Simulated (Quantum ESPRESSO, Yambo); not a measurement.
# InSe (GaSe type monolayer): G0W0 with Yambo, start to end, part 3 of 3

How does a plane-wave GW calculation on InSe (GaSe type monolayer) run from the first input to the gap?

Quantum ESPRESSO 7.5 and Yambo 5.3.0; PBEsol and many-body steps on it, plane waves. Known limits of the many-body steps: not at the basis limit; no spin-orbit coupling.

So far. Step 3 (Bands along the symmetry lines): The gap is 1.825 eV, +0.004 eV from the run before at this level. Step 4 (Empty states on the mesh, 6×6×1 mesh, 166 bands): On this mesh the gap is 1.823 eV.

### Step 6. Screening and self-energy, 6×6×1 mesh, 166 bands, screening to 108.8 eV

G0W0 replaces the xc potential by the self-energy, built once from these orbitals. Only a window of levels is corrected, while the sums run over the empty bands that the input names.

This step: G0W0 on PBEsol, plane waves, norm-conserving pseudopotentials.

gw1.in

```
HF_and_locXC
gw0
dyson
ppa
em1d
rim_cut
rim_w
RandQpts= 3000000
RandGvec= 100 RL
CUTGeo= "slab z"
RandGvecW= 9 RL
EXXRLvcs= 104 Ry
VXCRLvcs= 416 Ry
Chimod= "HARTREE"
% BndsRnXp
 1 | 166 |
%
NGsBlkXp= 8 Ry
% LongDrXp
 1 | 1 | 0 |
%
% GbndRnge
 1 | 166 |
%
DysSolver= "n"
ExtendOut
PPAPntXp= 27.21138 eV
% QPkrange
 2 | 2 | 44 | 47 |
 1 | 1 | 44 | 47 |
%
```

Command:

```bash
$ OMP_NUM_THREADS=2 mpirun -n 2 yambo -F gw1.in -J gw1 -C gw1 > gw1.log
```

Output:

```text
 Yambo, version 5.3.0

 [02] CORE Variables Setup
 =========================

  [... cell, symmetries and grids as in the set-up ...]

  [02.05] Energies & Occupations
  ==============================

  [X] === General ===
  [X] Electronic Temperature                        :  0.000000  0.000000 [eV K]
  [X] Bosonic    Temperature                        :  0.000000  0.000000 [eV K]
  [X] Finite Temperature mode                       : no
  [X] El. density                                   :  0.34937E+24 [cm-3]
  [X] Fermi Level                                   :  0.302991 [eV]

  [X] === Gaps and Widths ===
  [X] Conduction Band Min                           :  1.823101 [eV]
  [X] Valence Band Max                              :  0.000000 [eV]
  [X] Filled Bands                                  :   45
  [X] Empty Bands                                   :   46  166
  [X] Direct Gap                                    :  1.903116 [eV]
  [X] Direct Gap localized at k                     :  1
  [X] Indirect Gap                                  :  1.823101 [eV]
  [X] Indirect Gap between kpts                     :  2  1
  [X] Last valence band width                       :  1.082931 [eV]
  [X] 1st conduction band width                     :  1.483279 [eV]

 [03] Transferred momenta grid and indexing
 ==========================================

 IBZ Q-points                                      :   7
 BZ  Q-points                                      :   36

 K/Q-points units:
 rlu = crystal or reduced units; cc = cartesian coordinates; iku = interal k-units

 Q [1]          [rlu]:  0.000000  0.000000  0.000000
 Q [2]          [rlu]: -0.21741E-17  0.16667       0.0000
 Q [3]          [rlu]: -0.43483E-17  0.33333       0.0000
 Q [4]          [rlu]:  0.65224E-17 -0.50000       0.0000
 Q [5]          [rlu]:  0.166667  0.166667  0.000000
 Q [6]          [rlu]:  0.166667  0.333333  0.000000
 Q [7]          [rlu]:  0.333333  0.333333  0.000000

 [04] Coloumb potential Random Integration (RIM)
 ===============================================

 Performing RIM of v_slab

  [04.01] RIM initialization
  ==========================

  * Diagonal components only detected *

  8 x (sBL volume)        :  0.031708 [a.u.]
  sBZ random points       :  3000000
  Points outside the sBZ  :  24000829
  RL volume               :  0.142687 [a.u.]
  Integrated volume       :  0.142683 [a.u.]

  [04.02] RIM integrals
  =====================

  Gamma point sphere radius             :  0.037972 [a.u.]
  Points outside the sphere             :  2398884
  [Int_sBZ(q=0) 1/q^2]*(Vol_sBZ)^(-1/3) =:  7.598842
                                 should be <:  7.795600

  Summary of Coulomb integrals for non-metallic bands |Q|[au] RIM/Bare

  Q [1] 0.100000E-4 0.974760 * Q [2] 0.161720 1.055910
  Q [5] 0.280107 1.038871 * Q [3] 0.323439 1.031729
  Q [6] 0.427870 1.019748 * Q [4] 0.485159 1.015344
  Q [7] 0.560213 1.011721
  Non-periodic chartesian directions : none
  Optical renormalization            :  35.90480 [au]
  Polarizability dimension           : length

 [05] Coloumb potential CutOffslab
 =================================

 Cut directionsZ
 Slab Cutoff:Z
 Symmetry test passed : yes

 [06] Dipoles
 ============

  [06.01] Setup: observables and procedures
  =========================================

  [WARNING] [x,Vnl] slows the Dipoles computation. To neglect it rename the ns.kb_pp file

 [07] Dynamic Dielectric Matrix (PPA)
 ====================================

 [WR./gw1//ndb.pp]---------------------------------------------------------------
  Brillouin Zone Q/K grids (IBZ/BZ)                :    7   36    7   36
  RL vectors                                       :   36153 [WF]
  Coulomb cutoff potential                         : slab z
  Electronic Temperature                           :  0.000000 [K]
  Bosonic    Temperature                           :  0.000000 [K]
  PPA    diel. fun.  energies                      : Perdew, Burke & Ernzerhof SOL(X)+Perdew, Burke & Ernzerhof SOL(C)
  wavefunctions                                    : Perdew, Burke & Ernzerhof SOL(X)+Perdew, Burke & Ernzerhof SOL(C)
  Global Gauge                                     : length
  X matrix size                                    :   699
  X band range                                     :    1  166
  X e/h energy range                               : -1.000000 -1.000000 [eV]
  X Time ordering                                  : R
  X Hxc Kernel                                     : HARTREE
  X Drude frequency                                :  0.000000  0.000000
  X poles                                          :  100.0000 [o/o]
  RL vectors in the sum                            :   36153
  [r,Vnl] included                                 : yes
  Field direction                                  :  0.707107E-5  0.707107E-5   0.00000
  BZ energy Double Grid                            : no
  BZ energy DbGd points                            : 0
  BZ Q point size factor                           : -1.000000
  X Optical Averaged directions                    : none

 [08] Local Exchange-Correlation + Non-Local Fock
 ================================================

 [VXC] Plane waves :  249131
 [EXS] Plane waves :  31065

 QP @ state[ 1 ] K range:  1  2
 QP @ state[ 1 ] b range:   44   47

 [xc] Functional : Perdew, Burke & Ernzerhof SOL(X)+Perdew, Burke & Ernzerhof SOL(C)
 [xc] LIBXC used to calculate xc functional
  PP Number of Atomic Species                      :  2
  NLCC RL compoments                               :  249131
  PP Number of Atomic Species                      :  2
  NLCC RL compoments                               :  249131

 [xc] E_xc :  -82.50188 [Ha]
      E_xc :  -165.0038 [Ry]

  Local XC kind (lXC) : Perdew, Burke & Ernzerhof SOL(X)+Perdew, Burke & Ernzerhof SOL(C)
  Non-Local XC kind (nlXC) : Hartree-Fock

  Corrections @ K [1] :  [eV]
 <44|nlXC|44> = -17.03026  0.85797E-17 <44|lXC|44> = -14.88339  0.18882E-15
 <45|nlXC|45> = -14.52349  0.38966E-17 <45|lXC|45> = -12.57173 -0.18882E-15
 <46|nlXC|46> = -8.979432  0.23770E-17 <46|lXC|46> = -12.44237  0.94408E-16
 <47|nlXC|47> = -7.552136 -0.20064E-17 <47|lXC|47> = -11.62377 -0.94408E-16

  Corrections @ K [2] :  [eV]
 <44|nlXC|44> = -16.84786 -0.31408E-17 <44|lXC|44> = -14.59035 -0.18882E-15
 <45|nlXC|45> = -14.76069 -0.64485E-17 <45|lXC|45> = -12.85085 -0.12195E-27
 <46|nlXC|46> = -9.549984  0.23637E-18 <46|lXC|46> = -13.36646  0.14161E-15
 <47|nlXC|47> = -6.737610 -0.11333E-17 <47|lXC|47> = -10.92475  0.37763E-15

 [09] Dyson equation: Newton solver
 ==================================

  [09.01] RIM-W interpolation
  ===========================

  [WARNING] RIM-W works only for 2D semiconductors with slab cutoff
  Found compatible q grid: 2D
  q_min[ 1 ]:  0.16667      0.55899E-11   0.0000     [rlu]
   0.166667  0.083333  0.000000 [iku]
  q_min[ 2 ]:  0.21741E-17  0.16667       0.0000     [rlu]
   0.21741E-17  0.16667       0.0000     [iku]
  G-vectors :   9
  G-vectors loaded:   63
  Number of interpolated frequencies:  2

  Evaluating coefficients q = 0
  Evaluating coefficients q = 0

  [09.02] RIM-W integrals
  =======================

  8 x (sBL volume)        :  0.031708 [a.u.]
  sBZ random points       :  3000000
  Points outside the sBZ  :  24000829
  RL volume               :  0.142687 [a.u.]
  Integrated volume       :  0.142683 [a.u.]

  [09.03] RIM integrals
  =====================

  Comparison between head Wc = W - v averages: < Wc > [au] RIM-W/RIM

   < -Wc [Q = 1] > 0.287736E-1 0.346039E-4 * < -Wc [Q = 2] > 0.004438 0.004272
   < -Wc [Q = 3] > 0.824466E-3 0.810031E-3 * < -Wc [Q = 4] > 0.287677E-3 0.284797E-3
   < -Wc [Q = 5] > 0.001192 0.001168 * < -Wc [Q = 6] > 0.407044E-3 0.403451E-3
   < -Wc [Q = 7] > 0.199533E-3 0.198606E-3

  Comparison between head Wc = W - v averages: < Wc > [au] RIM-W/RIM

   < -Wc [G = 1,G`=0] > 0.287736E-1 0.346039E-4 * < -Wc [G = 2,G`=0] >-0.001896 0.000000
   < -Wc [G = 3,G`=0] >-0.001896 0.000000 * < -Wc [G = 4,G`=0] >-0.833570E-4  0.00000
   < -Wc [G = 5,G`=0] >-0.833570E-4  0.00000 * < -Wc [G = 6,G`=0] > 0.190583E-3  0.00000
   < -Wc [G = 7,G`=0] > 0.190583E-3  0.00000 * < -Wc [G = 8,G`=0] >-0.148362E-4  0.00000
   < -Wc [G = 9,G`=0] >-0.148362E-4  0.00000

 [10] G0W0 (W PPA)
 =================

 [  GW  ] Bands range     :    1  166
 [GW/PPA] G damping       :  0.100000 [eV]

 QP @ state[ 1 ] K range:  1  2
 QP @ state[ 1 ] b range:   44   47

  Sc/G bands                                       :    1  166
  Sc/G damping                                     :  0.100000 ev
  Sc bands terminator                              : no
  Sx RL components                                 :  31065

  QP @ state[ 1 ] K range                          :  1  2
  QP @ state[ 1 ] b range                          :   44   47
  GF energies kind                                 : Perdew, Burke & Ernzerhof SOL(X)+Perdew, Burke & Ernzerhof SOL(C)
  GF WF`s kind                                     : Perdew, Burke & Ernzerhof SOL(X)+Perdew, Burke & Ernzerhof SOL(C)
  Xs energies kind                                 : Perdew, Burke & Ernzerhof SOL(X)+Perdew, Burke & Ernzerhof SOL(C)
  Xs WF`s kind                                     : Perdew, Burke & Ernzerhof SOL(X)+Perdew, Burke & Ernzerhof SOL(C)

 [14] Game Over & Game summary
```

Wall time 28 min (2 MPI ranks of Arm Neoverse V2, shared host); peak memory 4 GiB.

This step gave:

- G0W0 gap on the points computed: 3.244 eV
- starting gap on the mesh: 1.823 eV
- k of the valence top: 0, 0.1667, 0
- k of the conduction bottom: 0, 0, 0
- least direct G0W0 gap on the computed points: 3.314 eV
- Z at the valence top: 0.7758
- Z at the conduction bottom: 0.7906

The gap on the mesh goes from 1.82 eV to 3.24 eV, a correction of +1.42 eV.

Limits: finite bands, cutoff and mesh; no spin-orbit coupling. v1 is the top filled band, c1 the lowest empty one. Levels before and after the correction, in eV, zero at the valence-band top of each column:

```tsv
	conduction bottom	valence top
Kohn-Sham	1.82	0.00
G0W0	3.24	0.00
```

```tsv
	level	energy (eV)
Kohn-Sham	Γ v2	-0.245
Kohn-Sham	Γ v1	-0.080
Kohn-Sham	Γ c1	1.823
Kohn-Sham	Γ c2	2.994
Kohn-Sham	(0 0.167 0) v2	-0.540
Kohn-Sham	(0 0.167 0) v1	0.000
Kohn-Sham	(0 0.167 0) c1	2.779
Kohn-Sham	(0 0.167 0) c2	3.633
G0W0	Γ v2	-0.071
G0W0	Γ v1	-0.110
G0W0	Γ c1	3.244
G0W0	Γ c2	4.424
G0W0	(0 0.167 0) v2	-0.408
G0W0	(0 0.167 0) v1	0.000
G0W0	(0 0.167 0) c1	4.356
G0W0	(0 0.167 0) c2	5.013
```

### Step 7. Where the time went

Times are wall times on the hardware named with each run, good to a factor of about two.

```tsv
step	time	share	memory (GiB)
ground state	94 s	5 %	1.6
bands along the symmetry lines	46 s	2 %	1.2
empty states on the mesh	99 s	5 %	2.2
conversion and set-up	4.1 s	0 %	0.31
screening and self-energy	28 min	87 %	4.0
```

### Step 8. Summary of results

```yaml
pbesol_gap: 1.82 eV, indirect
g0w0_gap_on_the_mesh: 3.24 eV
gw_settings: 6×6×1 mesh, 166 bands, screening to 108.8 eV, Godby-Needs plasmon pole
known_limits: not at the basis limit; no spin-orbit coupling
```

What this shows: G0W0 moves the gap on the mesh from 1.82 eV to 3.24 eV (+1.42 eV), with Z of 0.78 and 0.79 at the edges. Only 2 of the mesh's irreducible points were corrected, so a valley elsewhere could overtake. The dearest step here is «screening and self-energy». Against experiment, by G0W0@PBEsol: the direct gap of 3.31 eV lies +0.47 eV from the measured 2.84 ± 0.05 eV (exciton, 300 K, 2019). An exciton line or allowed optical edge lies below the quasiparticle gap by the binding energy; a forbidden edge can push the onset above it. The computed sheet is free-standing; a substrate or cover screens it further and lowers both gap and binding, while the exciton line moves little. The calculation has static nuclei and no excitons; a measured gap holds zero-point and thermal motion, which mostly lowers it. Bands and cutoff are finite, so the gap is not at the basis limit. The miss can reach some tenths of an eV and take either sign; the mesh is an error of its own. In the G0W0 run levels were corrected at 2 k points alone, so a gap called «on the mesh» is the least over those, and an edge elsewhere would be missed. The many-body steps are scalar-relativistic: spin-orbit coupling is not in them.

[Paths, hosts, dates, memory and timing lines, banners, echoed tables and standing remarks are left out of the program output.]

[Logs are printed without paths, hosts, clocks, repeated set-up lines and the standing remarks that a program may print on its own settings, such as how far it seeks lower states.]

[Runs of the session that timed out or met a known fault of the program may be left out.]

[Hosts, paths, dates, database ids (printed as entryN), source tags and the programs' standing remarks are cut or masked in the printed files.]
